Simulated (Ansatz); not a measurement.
# CdSe: the cost of one run

Computed with Ansatz 0.2.0 (DFT r2SCAN, scalar-relativistic, plane waves, PAW, unless a step's input says otherwise).

1 further run of the same task is left out (set aside as unsound or not needed).

## Step 1: The structure to begin with

It takes space group F-43m (No. 216, cubic). Conventional cell: a = 6.134 Å, b = 6.134 Å, c = 6.134 Å, α = 90.00°, β = 90.00°, γ = 90.00°. Around Cd (site symmetry -43m) lie 4 Se at 2.66 Å. Se (site symmetry -43m) has 4 Cd at 2.66 Å as nearest neighbours.

Coordinates:

```cif
data_structure
_symmetry_space_group_name_H-M 'P 1'
_symmetry_Int_Tables_number 1
_cell_length_a 4.3371
_cell_length_b 4.3371
_cell_length_c 4.3371
_cell_angle_alpha 60.000
_cell_angle_beta 60.000
_cell_angle_gamma 60.000
_cell_volume 57.69
loop_
_atom_site_label
_atom_site_type_symbol
_atom_site_fract_x
_atom_site_fract_y
_atom_site_fract_z
_atom_site_occupancy
Cd1 Cd 0.00000 0.00000 0.00000 1
Se1 Se 0.75000 0.75000 0.75000 1
```

It goes back to an entry of the Materials Project, which need not be the stable form.

This cell was relaxed beforehand with the same method: volume 28.84 Å³/atom, gap on the mesh 1.04 eV.

## Step 2: Bands, states and charges

input.yaml reads:

```yaml
crystal:
  lattice:
    - [0.0, 3.0667875603, 3.0667875603]
    - [3.0667875603, 0.0, 3.0667875603]
    - [3.0667875603, 3.0667875603, 0.0]
  atoms:
    - { symbol: Cd, position: [0.0, 0.0, 0.0] }
    - { symbol: Se, position: [0.75, 0.75, 0.75] }
basis:
  ecutwfc: 500
kpoints:
  mp_grid: { grid: [8, 8, 8] }
  band_path:
    path:
      - [[0.0, 0.0, 0.0], [-0.5, -0.5, 0.0], [-0.375, -0.375, 0.25]]
      - [[-0.375, 0.0, 0.375], [0.0, 0.0, 0.0], [0.0, 0.0, 0.5], [-0.5, -0.25, 0.25], [-0.5, -0.5, 0.0]]
    npoints: 14
hamiltonian:
  xc: r2scan
scf:
  occupations: { method: gaussian, width: 0.02 }
  n_extra_bands: 6
output:
  forces: true
  stress: true
  eigenvalues: true
  populations: true
  dos: { projected: true, de: 0.02, nscf_kmesh: { grid: [12, 12, 12] } }
  bader: true
  write_density: true
  write_potential: true
  elf: true
  volumetric_format: npy
```

On the command line:

```bash
ansatz run input.yaml --threads 2 --pin off --max-ram 5120MiB --backend cpu --events-out ev --progress --plain --runs-dir out
```

**Question.** How long does this run take on 2 threads of Arm Neoverse V2, shared host, and how much memory does it need?

About 20 s, with a peak of 0.48 GiB.
